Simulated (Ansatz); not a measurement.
**AlGaN₂: the gap under pressure**

AlGaN₂, P-4m2, a = 3.115 Å, c = 4.384 Å. The structure is a Materials Project entry; whether it is the stable form wasn't checked. Ansatz: LDA, PAW, 420 eV, Γ-centred 8×8×6 mesh on 4 atoms, Gaussian smearing 0.02 eV; no spin polarisation. Cell and atoms are relaxed at each pressure, and no other structure is tried, so the rows at high pressure may lie past a change of phase. The gap is sought over the whole zone. The pressures are the targets, met within 0.08 GPa.

```
P (GPa) gap y (eV)
   -2.0           ?
    0.0       3.055
    2.0       3.129
    5.0       3.231
   10.0       3.278
   20.0       3.292
   40.0       3.316
```

Task: Fit y = E0 + αP + βP² to the other rows and predict the missing gap.

Result: Least squares on the rows shown. y = 3.0962 + 0.018606 P − 0.00033287 P². So α = 18.6 meV/GPa, but the rows at 0 and 2 GPa alone give 37 meV/GPa, so the parabola doesn't give the slope at zero pressure. With a term in P³ added, the coefficient of P becomes 0.04105, 121 % more, which shows how far this figure hangs on the form. At P = -2.0 the fit asked for gives 3.058 eV. The run gave 2.979 eV, so the fit is 0.079 eV too high, 23 % of the span of the series, against an rms of 0.034 eV on the fitted rows. The row lies outside the fitted range. With a term in P³ added, a fit to the same known rows predicts 2.967 eV, so most of the miss is curvature that the known rows already hold. Also, among the fitted rows a band edge sits at another point of the zone at 10, 20, 40 GPa than at zero pressure, so one curve spans more than one gap, which can bend the series. The parabola turns at P = 27.9, between the two outer rows, which can neither show nor exclude a turn there.

Semilocal functionals give gaps under the measured ones; changes of the gap mostly carry over better.